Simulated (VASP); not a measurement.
Here is a VASP 6.6.1 calculation.

INCAR

```
SYSTEM = Si
ALGO = Normal
EDIFF = 1E-7
EDIFFG = -0.01
ENCUT = 600
GGA = PS
IBRION = 2
ISIF = 4
ISMEAR = 1
LASPH = .TRUE.
LCHARG = .FALSE.
LREAL = .FALSE.
LWAVE = .FALSE.
NELM = 80
NSW = 40
PREC = Accurate
SIGMA = 0.1
```

Contents of KPOINTS:

```
k-points
0
G
  18 18 15
  0 0 0
```

The input POSCAR:

```
Si                                      
1.0
    2.5676429836      0.0000000000      0.0000000000
   -1.2838214918      2.2236440517      0.0000000000
    0.0000000000      0.0000000000      2.4308938207
  Si            
     1
Direct
     0.0000000000000000    0.0000000000000000    0.0000000000000000
```

Potentials or basis: VASP PAW PBE potentials, release 64 (Si).

The run is started by

```bash
$ cat potpaw_PBE.64/Si/POTCAR > POTCAR
$ mpirun -np 1 vasp_std > vasp.out
```

**Question.** What does it give for the band gap on the k mesh?

**Answer.** None (metal or under the smearing width).

**Question.** Estimate the energy gained by relaxing.

**Answer.** 0.0 meV/atom.

Final structure:
```cif
data_structure
_symmetry_space_group_name_H-M 'P 1'
_symmetry_Int_Tables_number 1
_cell_length_a 2.5690
_cell_length_b 2.5690
_cell_length_c 2.4283
_cell_angle_alpha 90.000
_cell_angle_beta 90.000
_cell_angle_gamma 120.000
_cell_volume 13.88
loop_
_atom_site_label
_atom_site_type_symbol
_atom_site_fract_x
_atom_site_fract_y
_atom_site_fract_z
_atom_site_occupancy
Si1 Si 0.00000 0.00000 0.00000 1
```
